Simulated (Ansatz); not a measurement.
# Hf (Fm-3m) in Ansatz: settings compared

One crystal, Hf, is run at these levels: PBE, PBEsol; tasks: elastic constants, phonons.

All numbers are computed with Ansatz 0.2.0; they aren't measurements. Logs are shortened: lines on timing, memory, paths and dates and some standing lists are left out, and cuts for length are marked.

### 1 The structure

The structure is cubic, space group Fm-3m (No. 225). The conventional cell has a = 4.440 Å, b = 4.440 Å, c = 4.440 Å, α = 90.00°, β = 90.00°, γ = 90.00°. Hf (site symmetry m-3m) is surrounded by 12 Hf at 3.14 Å.

This isn't the form of Hf at room conditions, which is hcp.

### 2 Elastic constants, PBE

input.yaml

```yaml
crystal:
  lattice:
    - [0.0, 2.22, 2.22]
    - [2.22, 0.0, 2.22]
    - [2.22, 2.22, 0.0]
  atoms:
    - { symbol: Hf, position: [0.0, 0.0, 0.0] }
hamiltonian:
  xc: pbe
  pseudopotentials: { kind: paw }
kpoints:
  mp_grid: { grid: [7, 7, 7] }
scf:
  occupations: { method: fermi_dirac, width: 0.05 }
output:
  forces: true
  stress: true
elastic:
  mode: relaxed_ion
  stencil: two_point
```

Potentials or basis: Ansatz PAW.

The run is started by

```bash
$ ansatz run input.yaml --threads 2 --pin off --max-ram 5632MiB --backend cpu --events-out ev --progress --plain --runs-dir out
```

Log:

```text
Warning: RAYON_NUM_THREADS=2 ignored (pool sized by the plan → 2); use --threads N
Engine: ansatz 0.2.0, x86_64-unknown-linux-gnu
Pseudopotentials: kind: paw
Pseudopotential: Hf, paw, valence charge 26, recommended cutoff 420 eV (normal), Hf.paw.azcp
Functional definition: PBE
  parameter kappa = 0.804
  parameter beta = 0.06672455060314922
  exchange = pbe_x(kappa = kappa, mu = beta*pi^2/3)
  correlation = pbe_c(beta = beta)
Crystal: 1 atoms, lattice volume = 21.882 Å³
Basis set: ecut = 420 eV, 411 PW (Γ), exchange–correlation on 48×48×48 points (8 copies of the dense FFT grid, shifted against one another)
Bands: 17, of which v1, the nominal top of the filled ones, is band 13 counted from 1 (12 counted from 0)
Symmetry: 48 space group operations
Space group: Fm-3m (ITA 225), of the structure as read, at distance tolerance 2.8e-5 Å
k-points: 20 of 343
Non-local potential: Hf, projectors of the file, l = 0: 3, l = 1: 2, l = 2: 2, l = 3: 3
PAW form: soft (Blöchl's): semilocal exchange-correlation on the pseudo side does not see the compensation charge
PAW one-centre angular grid: Hf, 590 points (default); XC on 64 Gauss nodes
Initial density: superposition of atomic densities (neutral atoms: chi_scale 0, normalization atom), corrected by the library's trained network
Initial wavefunctions: pseudopotential atomic-orbital guess
Functional: x = pbe(κ = 0.804, μ = 0.2195149727645171), c = pbe(β = 0.06672455060314922)
SCF iter   1: F=—  HF=-15721.281922 eV  |F-HF|=—  |Δ(HF+E_count)|=         —  Δρ=2.91e-3  dr2=1.36e-3  ethr=1.77e-3  ⟨swp⟩=5.2  Hψ=1458  notcnv=0
preconditioner: auto → none  [metal: Δε(μ)=0.020 eV  Ē_g=18.539 eV  σ=0.050 eV  W_gap=0.10  n_scr=8 (ndim 8)  ℏωp=38.9 eV  f_vac=0.000  D(μ)=2.16/eV (n_scr^D=26)  sad-step TF]
SCF iter   2: F=—  HF=-15721.281604 eV  |F-HF|=—  |Δ(HF+E_count)|=   3.18e-4  Δρ=1.90e-3  dr2=6.61e-4  ethr=5.24e-6  ⟨swp⟩=1.7  Hψ=537  notcnv=0
SCF iter   3: F=—  HF=-15721.281563 eV  |F-HF|=—  |Δ(HF+E_count)|=   4.08e-5  Δρ=2.92e-4  dr2=1.31e-5  ethr=2.54e-6  ⟨swp⟩=2.5  Hψ=552  notcnv=0
SCF iter   4: F=—  HF=-15721.281525 eV  |F-HF|=—  |Δ(HF+E_count)|=   3.87e-5  Δρ=1.72e-4  dr2=2.75e-6  ethr=5.04e-8  ⟨swp⟩=2.2  Hψ=610  notcnv=0
SCF iter   5: F=—  HF=-15721.281527 eV  |F-HF|=—  |Δ(HF+E_count)|=   2.58e-6  Δρ=3.86e-5  dr2=1.25e-7  ethr=1.06e-8  ⟨swp⟩=2.0  Hψ=598  notcnv=0
SCF iter   6: F=—  HF=-15721.281527 eV  |F-HF|=—  |Δ(HF+E_count)|=   8.79e-8  Δρ=8.10e-6  dr2=6.26e-9  ethr=4.82e-10  ⟨swp⟩=2.0  Hψ=599  notcnv=0
SCF iter   7: F=—  HF=-15721.281527 eV  |F-HF|=—  |Δ(HF+E_count)|=   8.78e-8  Δρ=8.28e-7  dr2=8.91e-11  ethr=2.41e-11  ⟨swp⟩=3.0  Hψ=698  notcnv=0
SCF iter   8: F=—  HF=-15721.281527 eV  |F-HF|=—  |Δ(HF+E_count)|=  4.73e-11  Δρ=5.72e-8  dr2=4.96e-13  ethr=3.43e-13 (applied; sched 1.00e-12)  ⟨swp⟩=2.0  Hψ=598  notcnv=0
SCF iter   9: F=-15721.281527 eV  HF=-15721.281527 eV  |F-HF|=0.00e0  |Δ(HF+E_count)|=    0.00e0  Δρ=5.51e-9  dr2=3.81e-15  ethr=1.00e-12  ⟨swp⟩=4.3  Hψ=1213  notcnv=0
SCF 1 converged in 9 iterations: F = -15721.281527 eV  dr2 = 3.81e-15
Crystal: 1 atoms, lattice volume = 21.838 Å³
Symmetry: 16 space group operations
k-points: 40 of 343
Initial density: handed on by an earlier stage of this run
Initial wavefunctions: those handed on with the density
iter 1 solved again at ethr=5.53e-9 eV; its pass at ethr=3.10e-3 eV (dr2=1.44e-6 eV) is discarded
SCF iter   1: F=—  HF=-15721.280540 eV  |F-HF|=—  |Δ(HF+E_count)|=         —  Δρ=8.88e-5  dr2=9.76e-7  ethr=5.53e-9  ⟨swp⟩=3.1  Hψ=3924  notcnv=0
preconditioner: auto → none  [metal: Δε(μ)=0.003 eV  Ē_g=18.561 eV  σ=0.050 eV  W_gap=0.02  n_scr=8 (ndim 8)  ℏωp=38.9 eV  f_vac=0.000  D(μ)=2.18/eV (n_scr^D=26)]
SCF iter   2: F=—  HF=-15721.280539 eV  |F-HF|=—  |Δ(HF+E_count)|=   7.00e-7  Δρ=4.01e-5  dr2=1.93e-7  ethr=3.75e-9  ⟨swp⟩=2.4  Hψ=1159  notcnv=0
SCF iter   3: F=—  HF=-15721.280539 eV  |F-HF|=—  |Δ(HF+E_count)|=   7.88e-8  Δρ=1.29e-5  dr2=1.71e-8  ethr=7.41e-10  ⟨swp⟩=2.0  Hψ=1032  notcnv=0
SCF iter   4: F=—  HF=-15721.280539 eV  |F-HF|=—  |Δ(HF+E_count)|=   1.42e-8  Δρ=3.80e-6  dr2=1.19e-9  ethr=6.59e-11  ⟨swp⟩=2.0  Hψ=1200  notcnv=0
SCF iter   5: F=—  HF=-15721.280539 eV  |F-HF|=—  |Δ(HF+E_count)|=  2.66e-10  Δρ=3.38e-7  dr2=8.97e-12  ethr=4.57e-12  ⟨swp⟩=2.0  Hψ=757  notcnv=0
SCF iter   6: F=—  HF=-15721.280539 eV  |F-HF|=—  |Δ(HF+E_count)|=  1.82e-12  Δρ=3.59e-8  dr2=2.11e-13  ethr=3.45e-14 (applied; sched 1.00e-12)  ⟨swp⟩=2.1  Hψ=1139  notcnv=0
SCF iter   7: F=-15721.280539 eV  HF=-15721.280539 eV  |F-HF|=3.64e-12  |Δ(HF+E_count)|=  9.09e-12  Δρ=7.80e-9  dr2=5.25e-15  ethr=1.00e-12  ⟨swp⟩=4.3  Hψ=2409  notcnv=0
SCF 2 converged in 7 iterations: F = -15721.280539 eV  dr2 = 5.25e-15
Crystal: 1 atoms, lattice volume = 21.926 Å³
iter 1 solved again at ethr=4.03e-12 eV; its pass at ethr=3.10e-3 eV (dr2=1.05e-9 eV) is discarded
SCF iter   1: F=—  HF=-15721.282457 eV  |F-HF|=—  |Δ(HF+E_count)|=         —  Δρ=3.21e-6  dr2=1.07e-9  ethr=4.03e-12  ⟨swp⟩=2.9  Hψ=3978  notcnv=0
preconditioner: auto → none  [metal: Δε(μ)=0.006 eV  Ē_g=18.554 eV  σ=0.050 eV  W_gap=0.03  n_scr=8 (ndim 8)  ℏωp=38.8 eV  f_vac=0.000  D(μ)=2.18/eV (n_scr^D=26)]
SCF iter   2: F=—  HF=-15721.282456 eV  |F-HF|=—  |Δ(HF+E_count)|=   7.76e-7  Δρ=1.46e-6  dr2=1.57e-10  ethr=4.03e-12  ⟨swp⟩=2.2  Hψ=1168  notcnv=0
SCF iter   3: F=—  HF=-15721.282456 eV  |F-HF|=—  |Δ(HF+E_count)|=  1.93e-10  Δρ=3.73e-7  dr2=1.29e-11  ethr=6.04e-13 (applied; sched 1.00e-12)  ⟨swp⟩=2.1  Hψ=1149  notcnv=0
SCF iter   4: F=—  HF=-15721.282456 eV  |F-HF|=—  |Δ(HF+E_count)|=  9.09e-12  Δρ=1.59e-7  dr2=1.61e-12  ethr=4.94e-14 (applied; sched 1.00e-12)  ⟨swp⟩=2.0  Hψ=1202  notcnv=0
SCF iter   5: F=-15721.282456 eV  HF=-15721.282456 eV  |F-HF|=3.64e-12  |Δ(HF+E_count)|=  1.82e-12  Δρ=5.34e-9  dr2=3.01e-15  ethr=1.00e-12  ⟨swp⟩=3.5  Hψ=2853  notcnv=0
SCF 3 converged in 5 iterations: F = -15721.282456 eV  dr2 = 3.01e-15
Symmetry: 8 space group operations
k-points: 64 of 343
iter 1 solved again at ethr=3.54e-9 eV; its pass at ethr=3.10e-3 eV (dr2=9.21e-7 eV) is discarded
SCF iter   1: F=—  HF=-15721.281511 eV  |F-HF|=—  |Δ(HF+E_count)|=         —  Δρ=1.00e-4  dr2=1.84e-6  ethr=3.54e-9  ⟨swp⟩=2.8  Hψ=5933  notcnv=0
preconditioner: auto → none  [metal: Δε(μ)=0.002 eV  Ē_g=18.564 eV  σ=0.050 eV  W_gap=0.01  n_scr=8 (ndim 8)  ℏωp=38.9 eV  f_vac=0.000  D(μ)=2.18/eV (n_scr^D=26)]
SCF iter   2: F=—  HF=-15721.281509 eV  |F-HF|=—  |Δ(HF+E_count)|=   1.33e-6  Δρ=3.76e-5  dr2=1.23e-7  ethr=3.54e-9  ⟨swp⟩=2.1  Hψ=1368  notcnv=0
SCF iter   3: F=—  HF=-15721.281509 eV  |F-HF|=—  |Δ(HF+E_count)|=   1.85e-8  Δρ=9.50e-6  dr2=3.96e-9  ethr=4.73e-10  ⟨swp⟩=2.0  Hψ=1214  notcnv=0
SCF iter   4: F=—  HF=-15721.281509 eV  |F-HF|=—  |Δ(HF+E_count)|=   2.10e-9  Δρ=4.63e-7  dr2=3.17e-11  ethr=1.52e-11  ⟨swp⟩=2.1  Hψ=1479  notcnv=0
SCF iter   5: F=—  HF=-15721.281509 eV  |F-HF|=—  |Δ(HF+E_count)|=  1.82e-12  Δρ=1.02e-7  dr2=1.60e-12  ethr=1.22e-13 (applied; sched 1.00e-12)  ⟨swp⟩=2.0  Hψ=1907  notcnv=0
SCF iter   6: F=—  HF=-15721.281509 eV  |F-HF|=—  |Δ(HF+E_count)|=  1.82e-12  Δρ=3.32e-8  dr2=5.37e-14  ethr=1.00e-12  ⟨swp⟩=5.0  Hψ=4389  notcnv=0
SCF iter   7: F=-15721.281509 eV  HF=-15721.281509 eV  |F-HF|=1.82e-12  |Δ(HF+E_count)|=  1.82e-12  Δρ=4.21e-9  dr2=6.64e-16  ethr=1.00e-12  ⟨swp⟩=4.2  Hψ=3797  notcnv=0
SCF 4 converged in 7 iterations: F = -15721.281509 eV  dr2 = 6.64e-16
iter 1 solved again at ethr=1.61e-12 eV; its pass at ethr=3.10e-3 eV (dr2=4.18e-10 eV) is discarded
SCF iter   1: F=—  HF=-15721.281510 eV  |F-HF|=—  |Δ(HF+E_count)|=         —  Δρ=2.71e-6  dr2=4.29e-10  ethr=1.61e-12  ⟨swp⟩=2.7  Hψ=6165  notcnv=0
SCF iter   2: F=—  HF=-15721.281509 eV  |F-HF|=—  |Δ(HF+E_count)|=   7.42e-7  Δρ=1.31e-6  dr2=8.87e-11  ethr=1.61e-12  ⟨swp⟩=2.0  Hψ=1643  notcnv=0
SCF iter   3: F=—  HF=-15721.281509 eV  |F-HF|=—  |Δ(HF+E_count)|=  1.86e-10  Δρ=3.40e-7  dr2=7.75e-12  ethr=3.41e-13 (applied; sched 1.00e-12)  ⟨swp⟩=2.0  Hψ=1773  notcnv=0
SCF iter   4: F=—  HF=-15721.281509 eV  |F-HF|=—  |Δ(HF+E_count)|=  5.46e-12  Δρ=1.02e-7  dr2=4.10e-13  ethr=2.98e-14 (applied; sched 1.00e-12)  ⟨swp⟩=2.0  Hψ=1930  notcnv=0
SCF iter   5: F=-15721.281509 eV  HF=-15721.281509 eV  |F-HF|=3.64e-12  |Δ(HF+E_count)|=  9.09e-12  Δρ=1.08e-8  dr2=8.02e-15  ethr=1.00e-12  ⟨swp⟩=4.3  Hψ=3959  notcnv=0
SCF 5 converged in 5 iterations: F = -15721.281509 eV  dr2 = 8.02e-15
SCF converged after 9 iterations
Free energy (F): -15721.281527 eV
Harris-Foulkes:  -15721.281527 eV  (|F-HF|=0.00e0)
Internal energy: -15721.264985 eV  (E = F + TS)
E sigma→0 (E₀):  -15721.273256 eV
Entropy (-TS):   -0.016542 eV (-16.542 meV/atom)
Fermi energy:    20.196943 eV
--- Per-component energies (eV) ---
  E_band       = 50.219052
  E_kinetic    = 425.231612
  E_local      = -5010.221576  (includes V_loc(G=0)·N_el)
  E_nonlocal   = -1244.267868
  E_hartree    = 2362.315050
  E_xc         = -300.443392
  E_vxc        = -266.641041  (∫ρ·V_xc dr)
  E_paw        = -6928.002393  (= ΣΔE_a)
  E_vpaw       = 1421.487830  (= ΣTr[D̂ρ^β])
  E_aug_tail   = -0.000001  (compensation charges beyond the density's cutoff)
  E_ewald      = -5025.876417
  E_smearing   = -0.016542  (= −TS)
  E_closure    = 0.000000  (closes the sum)
  Σ components = -15721.281527   (vs F -15721.281527, Δ=0.00e0)
--- Forces (eV/Å), atoms counted from 1 ---
  atom   1  Hf    -0.00000000     0.00000000     0.00000000
  max |Σ_I F_I| component: 1.48e-31 eV/Å
--- Stress (GPa, compression-positive) ---
        3.497366       0.000000      -0.000000
        0.000000       3.497366       0.000000
       -0.000000       0.000000       3.497366
  P = ⅓ Tr σ = 3.4974 GPa (34.974 kbar)
--- Band table (eV; the first three rows and the last of 20) ---
  k-point 0: bands = ["-41.4597", "-9.7144", "-9.7144", "-9.7144", "8.5767", "8.6027", "8.6027", "8.6027", "8.6796", "8.6796", "8.6796", "12.9353", "21.6107", "21.6107", "21.6107", "24.4841", "24.4841"]
  k-point 1: bands = ["-41.4467", "-9.8888", "-9.7365", "-9.7365", "8.5860", "8.6016", "8.6106", "8.6106", "8.6655", "8.6655", "8.6802", "13.6397", "20.9866", "21.9033", "21.9033", "24.2167", "24.2167"]
  k-point 2: bands = ["-41.4176", "-10.2639", "-9.7859", "-9.7859", "8.5846", "8.6208", "8.6208", "8.6232", "8.6438", "8.6438", "8.6814", "15.2853", "20.2183", "21.8859", "21.8859", "24.7902", "24.7902"]
  k-point 19: bands = ["-41.3696", "-10.3224", "-10.2700", "-9.9963", "8.6050", "8.6120", "8.6278", "8.6297", "8.6333", "8.6475", "8.6630", "18.4190", "19.1468", "20.2835", "23.1779", "26.6014", "28.0066"]
--- Elastic constants: 2 strain directions × 2 members + reference (group order 48) ---
  dense FFT box of the reference and of every strained cell: 24×24×24
  strains applied: 11, 23; error gains: componentwise 1.00 (the most a stress slope's error grows in a printed constant), spectral 1.73 (1 for all six strains in a standard setting)
  C = ∂σ_k/∂η_j (tension-positive GPa; Voigt order 11 22 33 23 13 12):
       119.683    115.936    115.936      0.000      0.000     -0.000
       115.936    119.683    115.936     -0.000      0.000      0.000
       115.936    115.936    119.683     -0.000     -0.000      0.000
        -0.000     -0.000     -0.000     75.823     -0.000     -0.000
        -0.000      0.000      0.000      0.000     75.823     -0.000
        -0.000      0.000     -0.000     -0.000     -0.000     75.823
  reference stress σ⁰ (GPa):     -3.497     -3.497     -3.497     -0.000      0.000     -0.000
  C* (energy form; C + prestress term) asymmetry max|C*_kj − C*_jk| = 4.263e-14 GPa — a small one proves nothing (zero by symmetry where the batch's group is 432, −43m or m−3m); a large one is finite-difference/SCF noise where every solve meets its electron count
  moduli (Voigt/Reuss/Hill, GPa): K = 117.19/117.19/117.19   G = 46.24/4.52/25.38   E = 71.01   ν = 0.399
  mechanically stable: yes (min eigenvalue of sym C = 3.75 GPa)
  strain η (Voigt 11):  stress-route row diagonal C_11 = 119.68 GPa, energy-path curvature d²(F+E_count+ΔE)/dδ²/Ω₀ = 120.12 GPa
         δ    σ_11 (GPa)             F (eV)   n_scf  n_hpsi   n_pw
    -2.000e-3      -3.7410      -15721.2805393       7   12378    444   relax 0 steps, max|allowed force component| 0.00e0 eV/Å
     2.000e-3      -3.2623      -15721.2824558       5   11106    444   relax 0 steps, max|allowed force component| 0.00e0 eV/Å
  strain η (Voigt 23):  stress-route row diagonal C_44 = 75.82 GPa, energy-path curvature d²(F+E_count+ΔE)/dδ²/Ω₀ = 78.05 GPa
         δ    σ_23 (GPa)             F (eV)   n_scf  n_hpsi   n_pw
    -2.000e-3      -0.1516      -15721.2815093       7   21315    444   relax 0 steps, max|allowed force component| 0.00e0 eV/Å
     2.000e-3       0.1516      -15721.2815093       5   16684    444   relax 0 steps, max|allowed force component| 0.00e0 eV/Å
```

It took 2.6 s on 2 threads of Intel Xeon Platinum 8375C at 2.90GHz (Ice Lake), shared host; peak memory 0.38 GiB.

Results:

- Free energy: -15721.2815 eV
- Pressure: 3.5 GPa
- Band gap on the k mesh: none (metal or under the smearing width)
- Elastic constants C11, C12, C44: 120, 116, 76 GPa
- Voigt bulk modulus: 117 GPa

Elastic tensor in Voigt notation (GPa, in the Cartesian axes of the cell as first typed):
```
120 116 116   0   0   0
116 120 116   0   0   0
116 116 120   0   0   0
  0   0   0  76   0   0
  0   0   0   0  76   0
  0   0   0   0   0  76
```

Caveat: the cell is more than 3 GPa from zero pressure, which shifts response properties; elastic constants of metals need much finer meshes, so these are rough. The run has no spin-orbit coupling, so splittings on Hf are missing.

### 3 Phonons, PBEsol

input.yaml

```yaml
crystal:
  lattice:
    - [0.0, 2.22, 2.22]
    - [2.22, 0.0, 2.22]
    - [2.22, 2.22, 0.0]
  atoms:
    - { symbol: Hf, position: [0.0, 0.0, 0.0] }
hamiltonian:
  xc: pbesol
  pseudopotentials: { kind: paw }
kpoints:
  mp_grid: { grid: [7, 7, 7] }
scf:
  occupations: { method: fermi_dirac, width: 0.05 }
phonons:
  method: dfpt
```

Potentials or basis: Ansatz PAW.

The run is started by

```bash
$ ansatz run input.yaml --threads 2 --pin off --max-ram 5632MiB --backend cpu --events-out ev --progress --plain --runs-dir out
```

Log:

```text
Warning: RAYON_NUM_THREADS=2 ignored (pool sized by the plan → 2); use --threads N
Engine: ansatz 0.2.0, x86_64-unknown-linux-gnu
Pseudopotentials: kind: paw
Pseudopotential: Hf, paw, valence charge 26, recommended cutoff 420 eV (normal), Hf.paw.azcp
Functional definition: PBEsol
  exchange = pbesol_x
  correlation = pbesol_c
Crystal: 1 atoms, lattice volume = 21.882 Å³
Basis set: ecut = 420 eV, 411 PW (Γ), exchange–correlation on 48×48×48 points (8 copies of the dense FFT grid, shifted against one another)
Bands: 17, of which v1, the nominal top of the filled ones, is band 13 counted from 1 (12 counted from 0)
Symmetry: 48 space group operations
k-points: 40 of 343 (irreducible under 8 space group operations, time reversal used)
[... 36 lines left out ...]
  E_aug_tail   = -0.000001  (compensation charges beyond the density's cutoff)
  E_ewald      = -5025.876417
  E_core_change = 1.251092  (= ΣΔE_core)
  E_smearing   = -0.016566  (= −TS)
  E_closure    = 0.000000  (closes the sum)
  Σ components = -15597.951870   (vs F -15597.951870, Δ=0.00e0)
--- Band table (eV; the first three rows and the last of 40) ---
  k-point 0: bands = ["-41.5911", "-9.8411", "-9.8411", "-9.8411", "8.4392", "8.4642", "8.4642", "8.4642", "8.5417", "8.5417", "8.5417", "12.7674", "21.4302", "21.4302", "21.4302", "24.2951", "24.2951"]
  k-point 1: bands = ["-41.5781", "-10.0166", "-9.8634", "-9.8634", "8.4483", "8.4633", "8.4722", "8.4722", "8.5275", "8.5275", "8.5423", "13.4731", "20.8121", "21.7232", "21.7232", "24.0293", "24.0293"]
  k-point 2: bands = ["-41.5488", "-10.3938", "-9.9131", "-9.9131", "8.4463", "8.4825", "8.4825", "8.4855", "8.5056", "8.5056", "8.5435", "15.1191", "20.0572", "21.7036", "21.7036", "24.6092", "24.6092"]
  k-point 39: bands = ["-41.5006", "-10.4527", "-10.4001", "-10.1248", "8.4666", "8.4736", "8.4895", "8.4914", "8.4951", "8.5093", "8.5256", "18.2546", "18.9852", "20.1266", "22.9919", "26.4335", "27.8139"]
--- Phonons (Γ-DFPT): 1 representative perturbation + reference, on 40 of 343 k-points (Σ response iterations 3) ---
  k mesh reduced under 8 symmetry operations, with k and −k counted as one. Each operation leaves every solved perturbation unchanged. A smaller set is not used because it would not reduce the number of displacements times k-points to solve
  ASR residual: 3.616e-4 → 0.000e0 eV/Å²; symmetrization residual: 1.084e-19 eV/Å²
  ASR residual per site (eV/Å²): 3.62e-4
  Γ frequencies (cm⁻¹): 0.00 0.00 0.00
  non-analytic LO–TO correction: not included (Born effective charges unavailable; polar crystals: no LO–TO splitting at Γ)
```

second_order_force_constants.tsv:

```text
# format = ansatz-second-order-force-constants/2
# a1_ang = 0e0 2.22e0 2.22e0
# a2_ang = 2.22e0 0e0 2.22e0
# a3_ang = 2.22e0 2.22e0 0e0
# n_basis = 1
# site_fields = element frac_a1 frac_a2 frac_a3 mass_amu
# site 0 = Hf 0e0 0e0 0e0 1.78486e2
# supercell = 1 1 1
# site_rule = site = cell*n_basis + kappa, cell = (t1*n2 + t2)*n3 + t3, with n1 n2 n3 from the supercell key
# method = dfpt
# k_mesh = 7 7 7
# k_mesh_shift = 0 0 0
# occupation_method = fermi_dirac
# smearing_width_ev = 5e-2
# n_rotations = 48
# rotation 0 = -1 -1 -1 0 0 1 0 1 0
# rotation 1 = -1 -1 -1 0 0 1 1 0 0
# rotation 2 = -1 -1 -1 0 1 0 0 0 1
# rotation 3 = -1 -1 -1 0 1 0 1 0 0
# rotation 4 = -1 -1 -1 1 0 0 0 0 1
# rotation 5 = -1 -1 -1 1 0 0 0 1 0
[... 40 lines left out ...]
# rotation 46 = 1 1 1 0 0 -1 -1 0 0
# rotation 47 = 1 1 1 0 0 -1 0 -1 0
# asr_row_sum_pre_ev_ang2 0 = 3.616433126030894e-4 -5.093808853563245e-37 -5.0154425635084264e-37 -5.093808853563245e-37 3.616433126030894e-4 2.546904426781623e-37 -5.0154425635084264e-37 2.546904426781623e-37 3.616433126030894e-4
# asr_residual_pre_ev_ang2 = 3.616433126030894e-4
# asr_residual_post_ev_ang2 = 0e0
# symmetrization_residual_ev_ang2 = 1.0842021724855044e-19
# units = eV/Å^2
# kappa	j	t1	t2	t3	kappa_j	phi_xx	phi_xy	phi_xz	phi_yx	phi_yy	phi_yz	phi_zx	phi_zy	phi_zz
0	0	0	0	0	0	0e0	0e0	0e0	0e0	0e0	0e0	0e0	0e0	0e0
```

Wall time 1.7 s (2 threads of Intel Xeon Platinum 8375C at 2.90GHz (Ice Lake), shared host); peak memory 0.44 GiB.

Results:

```yaml
Free_energy: -15597.9519 eV
Band_gap_on_the_k_mesh: none (metal or under the smearing width)
```

Caveat: the PAW data sets come from PBE, with cores solved anew for the run's functional, which leaves a small shift of forces and pressure. Spin-orbit coupling is left out, which matters for the levels of Hf.

### 4 Elastic constants, PBEsol

input.yaml, as its differences from that of step 3:

```diff
@@ -14,3 +14,7 @@
   occupations: { method: fermi_dirac, width: 0.05 }
-phonons:
-  method: dfpt
+output:
+  forces: true
+  stress: true
+elastic:
+  mode: relaxed_ion
+  stencil: two_point
```

The run is started by

```bash
$ ansatz run input.yaml --threads 2 --pin off --max-ram 5632MiB --backend cpu --events-out ev --progress --plain --runs-dir out
```

It took 2.7 s on 2 threads of Intel Xeon Platinum 8375C at 2.90GHz (Ice Lake), shared host; peak memory 0.38 GiB.

Results (log left out):

```
Free energy                     : -15597.9519 eV
Pressure                        : -1.2 GPa
Band gap on the k mesh          : none (metal or under the smearing width)
Elastic constants C11, C12, C44 : 113, 105, 71 GPa
Voigt bulk modulus              : 108 GPa
```

Levels at points of the mesh, in eV from the Fermi level:
```tsv
k point	band 10	band 11	band 12	band 13	band 14	band 15	band 16	band 17
(0.00, 0.00, 0.00)	-11.49	-11.49	-7.27	1.40	1.40	1.40	4.26	4.26
```

Elastic tensor in Voigt notation (GPa, in the Cartesian axes of the cell as first typed):
```
113 105 105   0   0   0
105 113 105   0   0   0
105 105 113   0   0   0
  0   0   0  71   0   0
  0   0   0   0  71   0
  0   0   0   0   0  71
```

Caveat: elastic constants of metals need much finer meshes, so these are rough; the PAW data sets come from PBE, with cores solved anew for the run's functional, which leaves a small shift of forces and pressure.

### 5 Overview

```tsv
task	level	atoms under strain	gap on the mesh (eV)	pressure (GPa)
elastic constants	PBE	relaxed	none	3.5
phonons	PBEsol	-	none	-
elastic constants	PBEsol	relaxed	none	-1.2
```

Alike in all rows: potentials or basis Ansatz PAW; no spin polarisation; cell as given; k mesh 7 × 7 × 7; cutoff (eV) 420; smearing fermi-dirac 0.05 eV.

Every run on the cell as given and a fine mesh finds a metal.

Caveats: elastic constants of metals need much finer meshes, so these are rough (some runs); the PAW data sets come from PBE, with cores solved anew for the run's functional, which leaves a small shift of forces and pressure (some runs); the cell is more than 3 GPa from zero pressure, which shifts response properties (some runs).

Absolute energies hang on the potentials; compare differences alone.
